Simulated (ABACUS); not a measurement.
## Lu in ABACUS: the effect of functional

Lu:

```xyz
2
Lattice="3.5263 0.0000 0.0000 -1.7632 3.0539 0.0000 0.0000 0.0000 5.5877" Properties=species:S:1:pos:R:3 pbc="T T T"
Lu    1.7632    1.0180    4.1907
Lu    0.0000    2.0359    1.3969
```

The cell isn't the ideal one: volume scaled by 1.02.

Alike in all runs:

* Program: ABACUS 3.10.1
* Task: equation of state
* Potentials or basis: PseudoDojo NC SR 0.4.1 PBE standard
* Cutoff: 1361 eV
* Density cutoff: 5442 eV
* Basis: plane waves
* k mesh: 6 × 6 × 4
* Occupations: fermi-dirac, width 0.05 eV
* Spin: no spin polarisation

```csv
functional,pressure (GPa)
LDA,?
PBEsol,-4.2
PW91,-2.1
BLYP,-0.8
```

Task: What does the run with functional LDA give?

Result: Pressure -7.1 GPa.

Caveats: the potentials were made for another functional, which shifts forces and pressure.

Runs at the PBE level aren't shown here.
